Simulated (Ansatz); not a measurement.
**Lutetium, bcc under PBE: structure, energy and stiffness**

Aim: take lutetium in the bcc structure, relax it, solve it on a dense k-mesh, switch on spin-orbit coupling, then scale the cell to 7 volumes from 88 to 112 % of the relaxed one and try a fit of the equation of state. The k-meshes are 11×11×11 for the relaxation; 19×19×19 for the dense run; 11×11×11 for spin-orbit coupling; 13×13×13 for the volumes.

This is Lu in the bcc structure; at room conditions it is hcp.

Computed with Ansatz 0.2.0 (DFT PBE, plane waves (420 eV) with PAW, scalar-relativistic, unless a step says otherwise).

### 1 The starting structure

Symmetry: Im-3m, No. 229, cubic system. The conventional cell has a = 3.893 Å, b = 3.893 Å, c = 3.893 Å, α = 90.00°, β = 90.00°, γ = 90.00°. Lu (site symmetry m-3m) is surrounded by 8 Lu at 3.37 Å.

As a file:

```
Lu
1.0
    -1.94642    1.94642    1.94642
     1.94642   -1.94642    1.94642
     1.94642    1.94642   -1.94642
Lu
1
Direct
  0.00000 0.00000 0.00000
```

### 2 Geometry optimisation

Contents of input.yaml:

```yaml
crystal:
  lattice:
    - [-1.9464185914, 1.9464185914, 1.9464185914]
    - [1.9464185914, -1.9464185914, 1.9464185914]
    - [1.9464185914, 1.9464185914, -1.9464185914]
  atoms:
    - { symbol: Lu, position: [0.0, 0.0, 0.0] }
hamiltonian:
  xc: pbe
  pseudopotentials:
    kind: paw
    azcp:
      Lu: "pseudopotentials/Lu.paw.azcp"
basis:
  ecutwfc: 420
  fft_grid_basis: typed
kpoints:
  mp_grid: { grid: [11, 11, 11], shift: [0, 0, 0] }
magnetization:
  spin_polarized: false
scf:
  occupations: { method: fermi_dirac, width: 0.1 }
relax:
  max_steps: 60
  f_tol: 0.01
  cell: {}
```

Launch:

```sh
$ ansatz run input.yaml --threads 1 --pin off --max-ram 3584MiB --backend cpu --events-out ev --progress --plain --runs-dir out
```

The runs that follow: The energy on a finer k-mesh; A two-component run at the same geometry; Equation of state: 88 %; Equation of state: 92 %; Equation of state: 96 %; Equation of state: 100 %; Equation of state: 104 %; Equation of state: 108 %; Equation of state: 112 %.

What does the calculation give? Wanted: space group; conventional cell; volume; shortest distance; gap on the mesh; relative to hcp; highest ELF outside the cores; V₀, B₀, B₀′.

As calculated:

| quantity | value |
| --- | --- |
| space group (spins left aside) | Im-3m (No. 229) |
| conventional cell | a = 3.901 Å |
| volume | 29.687 Å³/atom |
| shortest distance | 3.379 Å |
| gap on the mesh | none (levels filled in part) |
| relative to hcp | +141 meV/atom |
| highest ELF outside the cores | 0.61, 2.18 Å from the nearest atom |
| V₀, B₀, B₀′ | 29.603 Å³/atom, 43 GPa, 3.2 |

In words: The relaxation enlarged the cell by 0.6 % in volume. Against the reference form of lutetium (hcp, computed apart with the same settings) it stands 141 meV/atom higher. Levels at the Fermi energy are filled in part, as in a metal. Totals with and without spin-orbit coupling (-17.2 eV/atom apart) can't be read as binding, since the two-component data shift the zero of energy. The fitted modulus is 43 GPa. The symmetry was held, so the structure may be unstable against distortions that break it.
